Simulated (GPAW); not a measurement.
La2O3:

```xyz
5
Lattice="3.9308 0.0000 0.0000 -1.9654 3.4042 0.0000 0.0000 0.0000 6.1120" Properties=species:S:1:pos:R:3 pbc="T T T"
La    0.0000    2.2694    1.5050
La    1.9654    1.1347    4.6070
O     0.0000    0.0000    0.0000
O     0.0000    2.2694    3.9477
O     1.9654    1.1347    2.1643
```

The cell is a database's computed one.

Base run:

- Program: GPAW 26.7.0
- Functional: r2SCAN
- Potentials or basis: GPAW PAW data sets (gpaw-data 1.2.1)
- Cutoff: 800 eV
- Basis: pw
- k mesh: 5 × 5 × 3
- Occupations: fermi-dirac, width 0.05 eV
- Spin: no spin polarisation

Its results: band gap on the k mesh 4.44 eV, indirect (least direct gap 4.58 eV); pressure 1.0 GPa; largest force 0.069 eV/Å.

Q: The run is repeated on the same cell with these changes: functional from r2SCAN to LDA; potentials or basis from GPAW PAW data sets (gpaw-data 1.2.1) to the program's PAW data sets (release 1.2.1) made for this functional. What comes out?

A: Band gap on the k mesh 3.93 eV, indirect (least direct gap 4.05 eV); pressure -6.0 GPa; largest force 0.142 eV/Å.

Caveats: one-centre terms of the f shell are cut off; spin-orbit coupling is left out, which moves the levels of the heavy elements; the mesh misses the band edges, which the band path finds closer together; the PAW data sets were made with another functional, which shifts forces and pressure a little (some runs).

Not every run made on this cell is shown here.
